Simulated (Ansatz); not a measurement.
Computed properties of CdS (4H polytype)

All numbers come from the PAW code Ansatz. No spin polarisation and no zero-point or thermal motion; the cell was built from a prototype and may be hypothetical.

The cell is CdS built on the 4H polytype prototype; cell and atoms were relaxed with r2SCAN. The symmetry is P6_3mc (No. 186, hexagonal); conventional cell a = 4.161 Å, c = 13.554 Å, 25.40 Å³ an atom. Around Cd lie 4 S at 2.54–2.55 Å; around Cd lie 4 S at 2.55 Å; around S lie 4 Cd at 2.55 Å; around S lie 4 Cd at 2.54–2.55 Å.

Relaxed lattice by functional, symmetry kept:
```csv
functional,k mesh,a (Å),c (Å),volume (Å³/atom)
PBE,6×6×2,4.194,13.671,26.03
r2SCAN,6×6×2,4.161,13.554,25.40
PBEsol,6×6×2,4.123,13.436,24.72
LDA,6×6×2,4.072,13.284,23.85
```

Band edges at fixed r2SCAN geometry:
```
       level   k mesh  gap (eV)    kind  edges  least direct gap (eV)        rough cost
         LDA  12×12×2      0.85  direct      Γ                   0.85   60 core-seconds
         PBE  12×12×2      1.13  direct      Γ                   1.13  120 core-seconds
      r2SCAN  12×12×2      1.59  direct      Γ                   1.59  2.2 core-minutes
       HSE06    6×6×2      2.15  direct      Γ                   2.15   19 core-minutes
    DDH-PBE0    6×6×2      2.19  direct      Γ                   2.19   24 core-minutes
        PBE0    6×6×2      2.79  direct      Γ                   2.79   18 core-minutes
Hartree-Fock    6×6×2      8.46  direct      Γ                   8.46   19 core-minutes
```
PBE: smearing of 0.02 eV; the others have fixed occupations.
Wave cutoffs: 420 eV, 500 eV (r2SCAN).
Costs come from shared machines and give only the order; PBE's includes the band path. The runs had 4 threads of AMD EPYC 7R43 64-Core Processor (Zen 3), with other jobs on the host.

HSE06 gives a direct gap of 2.15 eV at Γ.

r2SCAN covers 45 % of the step from PBE to HSE06, while HSE06 needs about 9 times r2SCAN's cost (on a coarser mesh). All these functionals give a gap of the same kind, direct.

PBE (ground state on 6×6×2): The electronic dielectric tensor ε∞ is 6.11 along x and y, 6.14 along z. Born charges, averaged over directions: Cd +2.19, S -2.19 e.

On the PBEsol cell (a = 4.123 Å, c = 13.436 Å), with PBEsol: The zone-centre optical frequencies run from 34 to 295 cm⁻¹, none imaginary (the rest of the zone wasn't tested). The long-range field leaves the highest mode where it is. By the program's warning the force constants, and with them frequencies and ε⁰, aren't converged on this mesh. The electronic dielectric tensor ε∞ is 6.33 along x and y, 6.37 along z. With the ions relaxed, ε⁰ is 9.7 along x and y, 9.9 along z. Born charges, averaged over directions: Cd +2.15, S -2.15 e.

Spin-orbit coupling is left out.

The meshes of the hybrids are coarse, so their gaps aren't converged to the digits shown.
